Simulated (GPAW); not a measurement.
CdS (Hawleyite):

```
Cd S
1.0
     0.00000    2.91650    2.91650
     2.91650    0.00000    2.91650
     2.91650    2.91650    0.00000
Cd S
1 1
Direct
  0.00000 0.00000 0.00000
  0.75000 0.75000 0.75000
```

| Property | Result |
| --- | --- |
| Program | GPAW 26.7.0 |
| Task | relaxation of cell and atoms |
| Functional | PBEsol |
| Dispersion | D3(BJ) |
| Potentials or basis | PAW data sets generated in the run's folder for this functional |
| Cutoff | 600 eV |
| Basis | pw |
| k mesh | 8 × 8 × 8 |
| Occupations | fermi-dirac, width 0.05 eV |
| Spin | no spin polarisation |

At the start: pressure -2.2 GPa; volume 24.81 Å³/atom.

Problem. Where does the relaxation end?

Solution. Over 3 steps the energy falls by 6.1 meV/atom and the volume is 23.89 Å³/atom (-3.7 %); space group F-43m (No. 216, to 0.05 Å).

Step by step:
| step | energy change (eV) | largest force (eV/Å) | pressure (GPa) | volume (Å³) |
| --- | --- | --- | --- | --- |
| 1 | 0.0000 | 0.0000 | -2.23 | 49.62 |
| 2 | -0.0045 | 0.0000 | -1.81 | 49.25 |
| 3 | -0.0121 | 0.0000 | 0.10 | 47.79 |

Final structure:
```cif
data_structure
_symmetry_space_group_name_H-M 'P 1'
_symmetry_Int_Tables_number 1
_cell_length_a 4.0732
_cell_length_b 4.0732
_cell_length_c 4.0732
_cell_angle_alpha 60.000
_cell_angle_beta 60.000
_cell_angle_gamma 60.000
_cell_volume 47.79
loop_
_atom_site_label
_atom_site_type_symbol
_atom_site_fract_x
_atom_site_fract_y
_atom_site_fract_z
_atom_site_occupancy
Cd1 Cd 0.00000 0.00000 0.00000 1
S1 S 0.75000 0.75000 0.75000 1
```

Caveat: later steps reuse the first step's grids.
